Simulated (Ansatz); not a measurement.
Si2Mo:

```
Mo Si
1.0
     4.58547    0.00000    0.00000
    -2.29274    3.97113    0.00000
     0.00000    0.00000    6.57976
Mo Si
3 6
Direct
  0.50000 0.50000 0.83333
  0.00000 0.50000 0.16667
  0.50000 0.00000 0.50000
  0.16387 0.32775 0.50000
  0.67225 0.83613 0.16667
  0.83613 0.16387 0.83333
  0.83613 0.67225 0.50000
  0.32775 0.16387 0.16667
  0.16387 0.83613 0.83333
```

Measurements of this composition are mostly on another form, of space group No. 139.

```yaml
Program: Ansatz 0.2.0
Task: relaxation of cell and atoms
Functional: RPBE
Dispersion: D4
Potentials_or_basis: Ansatz PAW
Cutoff: "420 eV (not typed: the program's choice for these potentials)"
k_mesh: 7 × 7 × 4
Occupations: fermi-dirac, width 0.05 eV
Spin: no spin polarisation
```

At the start: volume 13.31 Å³/atom.

How do energy, volume and symmetry change on relaxing?

It ends after 5 steps and the volume is 12.93 Å³/atom (-2.8 %); space group P6_222 (No. 180, to 0.05 Å).

The path:
```tsv
step	energy change (eV)	largest force (eV/Å)	volume (Å³)
1	0.0000	0.0096	119.81
2	-0.0639	0.0556	115.48
3	-0.0694	0.0070	116.45
4	-0.0694	0.0016	116.40
5	-0.0685	0.0017	116.40
```

Final structure:
```
Mo Si
1.0
     4.53891    0.00000    0.00000
    -2.26946    3.93082    0.00000
     0.00000    0.00000    6.52419
Mo Si
3 6
Cartesian
  1.1347 1.9654 5.4368
  -1.1347 1.9654 1.0874
  2.2695 0.0000 3.2621
  0.0000 1.2886 3.2621
  1.1535 3.2865 1.0874
  3.4229 0.6443 5.4368
  2.2695 2.6422 3.2621
  1.1160 0.6443 1.0874
  -1.1535 3.2865 5.4368
```

Caveat: the plane-wave basis is chosen anew once the cell has moved, so the energies of steps on either side of that aren't comparable; the PAW data sets come from PBE, with cores solved anew for the run's functional, which leaves a small shift of forces and pressure.
